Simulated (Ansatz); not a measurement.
# HfO2 (CdI2-type structure)

Level of theory: DFT, PBE, scalar-relativistic, no spin polarisation; plane waves to 420 eV with PAW datasets (Ansatz 0.2.0), 12×12×6 k-mesh, Gaussian smearing of 0.05 eV. The datasets are Ansatz's generated set soft_2.

```
Hf O
1.0
     3.25221    0.00000    0.00000
    -1.62611    2.81650    0.00000
     0.00000    0.00000    5.60170
Hf O
1 2
Cartesian
  0.0000 0.0000 0.0000
  0.0000 1.8777 0.9698
  1.6261 0.9388 4.6319
```

This is a trial structure; measured cells of the compound in the Crystallography Open Database are in space groups P21/c, Pbca, Fm-3m.

The run above is the reference. The same cell was run again with other input settings; several of them aren't fit for production, so the rows show the settings' effect and aren't properties of the material.

| keys changed | outcome | ΔE (meV/atom) | P (GPa) | gap on the mesh (eV) | cell moment (μB) | largest force component (eV/Å) | SCF iterations | rough core-seconds | new warnings |
| --- | --- | --- | --- | --- | --- | --- | --- | --- | --- |
| none (reference) | converged | 0.0 | 0.0 | 4.76 | – | 0.001 | – | – | – |
| basis.xc_grid: 4; kpoints.mp_grid.grid: [12, 12, 6] → [10, 10, 5] | converged | 0.0 | 0.0 | 4.77 | – | 0.001 | 7 | 4 | – |
| hamiltonian.hubbard: {"sites": [{"species": "Hf", "l": "d", "u_eff": 5.0}], "double_counting": "fll"}; basis.ecutwfc: 420 → "58.8 Ry" | converged | – | 4.5 | 5.13 | – | 0.063 | 10 | 25 | – |
| scf.mixing.algorithm: "anderson"; scf.mixing.beta: 0.05; scf.mixing.ndim: 8; kpoints.mp_grid.grid: [12, 12, 6] → [10, 10, 5]; scf.occupations.method: "gaussian" → "methfessel_paxton"; scf.occupations.width: 0.05 → 0.005 | converged | 0.0 | 0.0 | 4.77 | – | 0.001 | 13 | 7 | – |
| hamiltonian.hubbard: {"sites": [{"species": "Hf", "l": "d", "u_eff": 8.0}], "double_counting": "fll"} | converged | – | 7.9 | 5.09 | – | 0.145 | 10 | 12 | – |
| scf.mixing.preconditioner: "local_kerker"; scf.occupations.width: 0.05 → null; scf.occupations.method: "gaussian" → "tetrahedron_uncorrected" | converged | 0.0 | 0.0 | 4.76 | – | 0.001 | 6 | 6 | band table not solved further |
| scf.initial_density.chi_scale: 0.1; scf.convergence.dr2_threshold: 1e-06; basis.ecutrho_ratio: 4 → 12 | converged | 0.0 | 0.0 | 4.76 | – | 0.001 | 9 | 10 | force scf threshold loose; stress scf threshold loose |

These changes also left energy (to 0.1 meV/atom), pressure, gap, moment and forces as in the reference: accuracy: "medium".

ΔE is the energy with the smearing extrapolated to zero. It is left out where the change alters the Hamiltonian or the spin treatment. The varied runs start from atomic densities (corrected by the program's trained start where that serves), with the default search for lower states unless a row changes it.

Q: What happens with these changes: scf.convergence.dr2_threshold: 1e-05; hamiltonian.dispersion: "d3bj"?

A: outcome converged, P (GPa) -1.5, gap on the mesh (eV) 4.76, largest force component (eV/Å) 0.001, SCF iterations 6, rough core-seconds 5, new warnings force scf threshold loose; stress scf threshold loose.

Q: What happens with these changes: hamiltonian.dispersion: "d3bj"; scf.mixing.preconditioner: "local_kerker"?

A: outcome converged, P (GPa) -1.5, gap on the mesh (eV) 4.76, largest force component (eV/Å) 0.001, SCF iterations 6, rough core-seconds 5.

The pair part of a dispersion correction pulls inward (a three-body part mostly pushes out), and in metals and ionic crystals with large ions it often overbinds.

Of the reference: Semilocal functionals underestimate band gaps, commonly by a third or more. For elements this heavy, spin–orbit coupling would shift levels and gaps; it isn't included here. The structure is built of weakly bound layers, and this functional has no dispersion term, so their spacing and all that hangs on it (volume, the soft elastic constants, low modes, dielectric constants) are poorly given.
